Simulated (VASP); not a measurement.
# FeSi2 (P4/mmm) in VASP: relaxation of cell and atoms with r2SCAN

Aim: the relaxation of cell and atoms of FeSi2 with r2SCAN.

Program: VASP 6.6.1. These are calculated values, not measurements. Logs are shortened: lines on timing, memory, paths and dates and some standing lists are left out, and cuts for length are marked.

## Step 1: The crystal as given

The structure is tetragonal, space group P4/mmm (No. 123). Conventional cell: a = 2.684 Å, b = 2.684 Å, c = 5.128 Å, α = 90.00°, β = 90.00°, γ = 90.00°. Fe (site symmetry 4/mmm) is surrounded by 8 Si at 2.35 Å and 4 Fe at 2.68 Å. Si (site symmetry 4mm) is surrounded by 4 Fe at 2.35 Å and 5 Si at 2.36 to 2.68 Å.

## Step 2: Relaxation of cell and atoms, r2SCAN

Input file INCAR:

```
SYSTEM = FeSi2
ALGO = Normal
EDIFF = 1E-7
EDIFFG = -0.004
ENCUT = 600
IBRION = 2
ISIF = 3
ISMEAR = 0
LASPH = .TRUE.
LCHARG = .FALSE.
LMIXTAU = .TRUE.
LREAL = .FALSE.
LWAVE = .FALSE.
METAGGA = R2SCAN
NELM = 60
NSW = 80
PREC = Accurate
SIGMA = 0.1
```

Input file KPOINTS:

```
k-points
0
G
  16 16 8
  0 0 0
```

Input file POSCAR:

```
FeSi2
1.0
    2.6840000000      0.0000000000      0.0000000000
    0.0000000000      2.6840000000      0.0000000000
    0.0000000000      0.0000000000      5.1280000000
Fe Si
1 2
Direct
    0.0000000000      0.0000000000      0.0000000000
    0.5000000000      0.5000000000      0.2700000000
    0.5000000000      0.5000000000      0.7300000000
```

Potentials or basis: VASP PAW PBE potentials, release 64 (Fe, Si).

Started as:

```bash
$ cat potpaw_PBE.64/Fe/POTCAR potpaw_PBE.64/Si/POTCAR > POTCAR
$ mpirun -np 1 vasp_std > vasp.out
```

OUTCAR:

```text
SYSTEM = FeSi2
   EDIFF = 1E-7
   EDIFFG = -0.004
   ENCUT = 600
   IBRION = 2
   ISIF = 3
   ISMEAR = 0
   LASPH = .TRUE.
   LREAL = .FALSE.
   METAGGA = R2SCAN
   NELM = 60
   NSW = 80
   PREC = Accurate

 ion  position               nearest neighbor table
   1  0.000  0.000  0.000-   2 2.35   3 2.35   2 2.35   3 2.35   2 2.35   3 2.35   2 2.35   3 2.35

   2  0.500  0.500  0.270-   1 2.35   1 2.35   1 2.35   1 2.35   3 2.36   3 2.77
   3  0.500  0.500  0.730-   1 2.35   1 2.35   1 2.35   1 2.35   2 2.36   2 2.77

  LATTYP: Found a simple tetragonal cell.
 ALAT       =     2.6840000000
 C/A-ratio  =     1.9105812221

  Lattice vectors:

 A1 = (   2.6840000000,   0.0000000000,   0.0000000000)
 A2 = (   0.0000000000,   2.6840000000,   0.0000000000)
 A3 = (   0.0000000000,   0.0000000000,   5.1280000000)

Analysis of symmetry for initial positions (statically):
=====================================================================
 Subroutine PRICEL returns:
 Original cell was already a primitive cell.

 Routine SETGRP: Setting up the symmetry group for a
 simple tetragonal supercell.

 Subroutine GETGRP returns: Found 16 space group operations
 (whereof 16 operations were pure point group operations)
 out of a pool of 16 trial point group operations.

The static configuration has the point symmetry D_4h.

Analysis of symmetry for dynamics (positions and initial velocities):
=====================================================================
 Subroutine PRICEL returns:
 Original cell was already a primitive cell.

 Routine SETGRP: Setting up the symmetry group for a
 simple tetragonal supercell.

 Subroutine GETGRP returns: Found 16 space group operations
 (whereof 16 operations were pure point group operations)
 out of a pool of 16 trial point group operations.

The dynamic configuration has the point symmetry D_4h.

 Subroutine INISYM returns: Found 16 space group operations
 (whereof 16 operations are pure point group operations),
 and found     1 'primitive' translations

----------------------------------------------------------------------------------------

                                     Primitive cell

  volume of cell :      36.9414

  direct lattice vectors                    reciprocal lattice vectors
     2.684000000  0.000000000  0.000000000     0.372578241  0.000000000  0.000000000
[... 125 lines left out ...]
 NGX is ok and might be reduce to    24
   NGX = 11   NGY = 11   NGZ = 21

--------------------------------------- Ionic step        1  -------------------------------------------

 number of electron      16.0000000 magnetization

 Free energy of the ion-electron system (eV)
  ---------------------------------------------------
  ext. energy  EPLUGINS =         0.00000000
  ---------------------------------------------------
  free energy    TOTEN  =       -32.55937165 eV

  energy without entropy =      -32.55418679  energy(sigma->0) =      -32.55677922

------------------------ aborting loop because EDIFF is reached ----------------------------------------

  FORCE on cell =-STRESS in cart. coord.  units (eV):
  Direction    XX          YY          ZZ          XY          YZ          ZX
  --------------------------------------------------------------------------------------
  -------------------------------------------------------------------------------------
  Total       -0.1482384     -0.1482384     -0.5235992      0.0000000      0.0000000      0.0000000
  in kB       -6.4292183     -6.4292183    -22.7089238      0.0000000      0.0000000      0.0000000
  external PRESSURE =     -11.8557868 kB  Pullay stress =       0.0000000 kB
[... 92 lines left out ...]
  FREE ENERGIE OF THE ION-ELECTRON SYSTEM (eV)
  ---------------------------------------------------
  free  energy   TOTEN  =       -32.5622469343 eV

  energy  without entropy=      -32.5571172884  energy(sigma->0) =      -32.55968211

[... ionic steps 4 to 10 ...]

--------------------------------------- Ionic step       11  -------------------------------------------

 number of electron      15.9999999 magnetization

------------------------ aborting loop because EDIFF is reached ----------------------------------------
[... 69 lines left out ...]
--------------------------------------- Ionic step       13  -------------------------------------------

 number of electron      15.9999999 magnetization

 Free energy of the ion-electron system (eV)
  ---------------------------------------------------
  ext. energy  EPLUGINS =         0.00000000
  ---------------------------------------------------
  free energy    TOTEN  =       -32.56233830 eV

  energy without entropy =      -32.55719429  energy(sigma->0) =      -32.55976630

 E-fermi :  10.2098     XC(G=0): -12.8365

 val. band max:       10.2070657275   @ k =   0.4375   0.2500   0.0000
 cond. band min:      10.2333883004   @ k =   0.3750   0.1875   0.0000
 fundamental gap:      0.0263225729
 Fermi energy:        10.2098281514

 k-point     1 :       0.0000    0.0000    0.0000
  band No.  band energies     occupation
      1      -4.6967      2.00000
      2       0.3917      2.00000
      3       1.6168      2.00000
      4       6.4816      2.00000
      5       8.3780      2.00000
      6       8.4553      2.00000
      7       8.4553      2.00000
      8       9.2043      2.00000
      9      14.9619      0.00000
     10      14.9619      0.00000
     11      17.1163      0.00000
     12      17.6110      0.00000
[... 331 lines left out ...]
 k-point    24 :       0.5000    0.1250    0.0000
  band No.  band energies     occupation
      1      -0.1890      2.00000
      2       1.9419      2.00000
      3       3.0194      2.00000
      4       5.1679      2.00000
      5       5.8158      2.00000
      6       7.1630      2.00000
      7       7.8687      2.00000
      8       9.2065      2.00000
      9      10.3096      0.15845
     10      11.7045      0.00000
     11      12.7239      0.00000
     12      15.6513      0.00000

 [... further k-points ...]

------------------------ aborting loop because EDIFF is reached ----------------------------------------

  FORCE on cell =-STRESS in cart. coord.  units (eV):
  Direction    XX          YY          ZZ          XY          YZ          ZX
  --------------------------------------------------------------------------------------
  -------------------------------------------------------------------------------------
  Total       -0.0010492     -0.0010492      0.0011231      0.0000000      0.0000000     -0.0000000
  in kB       -0.0458217     -0.0458217      0.0490493      0.0000000      0.0000000     -0.0000000
  external PRESSURE =      -0.0141981 kB  Pullay stress =       0.0000000 kB
[... 18 lines left out ...]
  FREE ENERGIE OF THE ION-ELECTRON SYSTEM (eV)
  ---------------------------------------------------
  free  energy   TOTEN  =       -32.5623382971 eV

  energy  without entropy=      -32.5571942937  energy(sigma->0) =      -32.55976630

 reached required accuracy - stopping structural energy minimisation
```

It took 49 min on 1 thread of Intel Xeon Platinum 8175M at 2.50GHz (Skylake/Cascade Lake), shared host; peak memory 0.29 GiB.

What came out:

```yaml
Free_energy: -32.5623 eV
Relaxed_volume: 12.23 Å³/atom
Relaxed_cell: a = 2.680 Å, b = 2.680 Å, c = 5.107 Å, α = 90.00°, β = 90.00°, γ = 90.00°
Space_group_after_relaxing_to_0.05_Å: P4/mmm (No. 123)
Energy_gained_by_relaxing: 1.0 meV/atom
Ionic_steps: 13
Pressure_after_relaxing: 0.0 GPa
Largest_force_after_relaxing: 0.004 eV/Å
Band_gap_on_the_k_mesh: none (metal or under the smearing width)
```

Forces on the atoms (eV/Å):
```
Fe   0.000  0.000  0.000
Si   0.000  0.000 -0.004
Si   0.000  0.000  0.004
```

The path:
```
step  energy change (eV)  largest force (eV/Å)  pressure (GPa)  volume (Å³)
   1              0.0000                0.2214           -1.19        36.94
   2             -0.0013                0.1013            1.31        36.46
   3             -0.0029                0.0429            0.22        36.66
   4             -0.0029                0.0355           -0.25        36.73
   5             -0.0030                0.0013           -0.05        36.70
   6             -0.0030                0.0007           -0.12        36.70
   7             -0.0030                0.0113            0.05        36.67
   8             -0.0030                0.0055            0.01        36.69
   9             -0.0030                0.0062            0.09        36.68
  10             -0.0030                0.0055           -0.05        36.69
  11             -0.0030                0.0059            0.03        36.68
  12             -0.0030                0.0012           -0.03        36.69
  13             -0.0030                0.0036            0.00        36.69
```

Final structure:
```yaml
crystal:
  lattice:
    - [2.68013, 0.00000, 0.00000]
    - [0.00000, 2.68013, 0.00000]
    - [0.00000, 0.00000, 5.10741]
  atoms:
    - { symbol: Fe, position: [0.00000, 0.00000, 0.00000] }
    - { symbol: Si, position: [0.50000, 0.50000, 0.27148] }
    - { symbol: Si, position: [0.50000, 0.50000, 0.72852] }
```

Caveat: the PAW data sets were made with another functional, which shifts forces and pressure a little.
